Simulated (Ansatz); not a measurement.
# GaP (zinc blende): the cost of one run

Program: Ansatz 0.2.0. Level of theory: DFT PBEsol, scalar-relativistic, plane waves, PAW. These are calculated values, not measurements.

### 1 The structure to begin with

The structure is cubic, space group F-43m (No. 216). The conventional cell has a = 5.522 Å, b = 5.522 Å, c = 5.522 Å, α = 90.00°, β = 90.00°, γ = 90.00°. Ga (site symmetry -43m) has 4 P at 2.39 Å as nearest neighbours. P (site symmetry -43m) has 4 Ga at 2.39 Å as nearest neighbours.

As a file:

```xyz
2
Lattice="0.0000 2.7609 2.7609 2.7609 0.0000 2.7609 2.7609 2.7609 0.0000" Properties=species:S:1:pos:R:3 pbc="T T T"
Ga    0.0000    0.0000    0.0000
P     1.3804    1.3804    1.3804
```

### 2 Volume × 1.04

Contents of input.yaml:

```yaml
crystal:
  lattice:
    - [0.0, 2.7608593754, 2.7608593754]
    - [2.7608593754, 0.0, 2.7608593754]
    - [2.7608593754, 2.7608593754, 0.0]
  atoms:
    - { symbol: Ga, position: [0.0, 0.0, 0.0] }
    - { symbol: P, position: [0.25, 0.25, 0.25] }
scf:
  occupations: { method: fixed }
output:
  forces: true
  stress: true
  eigenvalues: true
  write_density: true
  write_potential: true
  elf: true
  volumetric_format: npy
hamiltonian:
  xc: pbesol
basis:
  ecutwfc: 500
kpoints:
  mp_grid: { grid: [10, 10, 10] }
```

Command:

```
ansatz run input.yaml --threads 4 --pin off --max-ram 10240MiB --backend cpu --events-out ev --progress --plain --runs-dir out
```

What time and memory should one allow on 4 threads of Arm Neoverse V2, shared host?

About 1.7 s, with a peak of 0.35 GiB.
